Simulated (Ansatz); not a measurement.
Here is an Ansatz 0.2.0 calculation.

Contents of input.yaml:

```yaml
crystal:
  lattice:
    - [2.9065, 0.0, 0.0]
    - [-1.45325, 2.5171028361, 0.0]
    - [0.0, 0.0, 2.8366]
  atoms:
    - { symbol: W, position: [0.0, 0.0, 0.0] }
    - { symbol: C, position: [0.6666666667, 0.3333333333, 0.5] }
hamiltonian:
  xc: pbe
  pseudopotentials: { kind: paw }
  hubbard: { sites: [{ species: W, l: d, u_eff: 3.0 }] }
kpoints:
  mp_grid: { grid: [10, 10, 9] }
scf:
  occupations: { method: fermi_dirac, width: 0.05 }
output:
  forces: true
  stress: true
  eigenvalues: true
  write_density: true
  write_potential: true
  elf: true
  volumetric_format: npy
relax:
  f_tol: 0.01
  max_steps: 40
  cell: { stress_tol: 0.05 }
```

Potentials or basis: Ansatz PAW.

The run is started by

```console
$ ansatz run input.yaml --threads 2 --pin off --max-ram 5632MiB --backend cpu --events-out ev --progress --plain --runs-dir out
```

Q: Predict the relaxed cell.

A: a = 2.925 Å, b = 2.925 Å, c = 2.845 Å, α = 90.00°, β = 90.00°, γ = 120.00°.

Q: Predict the relaxed volume.

A: 10.54 Å³/atom.

Q: What does it give for the space group after relaxing (to 0.05 Å)?

A: P-6m2 (No. 187).

Final structure:
```yaml
crystal:
  lattice:
    - [2.92462, 0.00000, 0.00000]
    - [-1.46231, 2.53279, 0.00000]
    - [0.00000, 0.00000, 2.84491]
  atoms:
    - { symbol: W, position: [0.00000, 0.00000, 0.00000] }
    - { symbol: C, position: [0.66667, 0.33333, 0.50000] }
```

Caveat: the pressure holds a Pulay correction of +0.3 GPa for the finite cutoff; U without spin polarisation on a metal has little footing; the U is typed as a test and isn't derived for this compound. The run has no spin-orbit coupling, so splittings on W are missing.
